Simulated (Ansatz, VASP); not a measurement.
## One calculation of Au, two programs

```
CELL_PARAMETERS angstrom
-1.60627 1.60627 1.60627
1.60627 -1.60627 1.60627
1.60627 1.60627 -1.60627
ATOMIC_POSITIONS crystal
Au 0.00000 0.00000 0.00000
```

Alike in both runs: functional LDA; k mesh 12 × 12 × 12; occupations methfessel-paxton of order 1, width 0.05 eV; no spin polarisation.

Ansatz relaxed the structure, and its values are those at the end. VASP's run is a single point on that final structure, the one shown.

|  | VASP | Ansatz |
| --- | --- | --- |
| version | VASP 6.6.1 | Ansatz 0.2.0 |
| potentials or method | VASP PAW LDA potentials, release 64 (Au) | plane waves, PAW |
| plane-wave cutoff (eV) | 520 | 420 |
| valence electrons in the cell | 11 | 19 |

|  | VASP | Ansatz | Ansatz less VASP |
| --- | --- | --- | --- |
| pressure (GPa) | 0.5 | 0.0 | -0.49 |

The two sets of potentials don't hold the same shells in valence.

The runs have no spin-orbit coupling, so splittings on Au are missing.
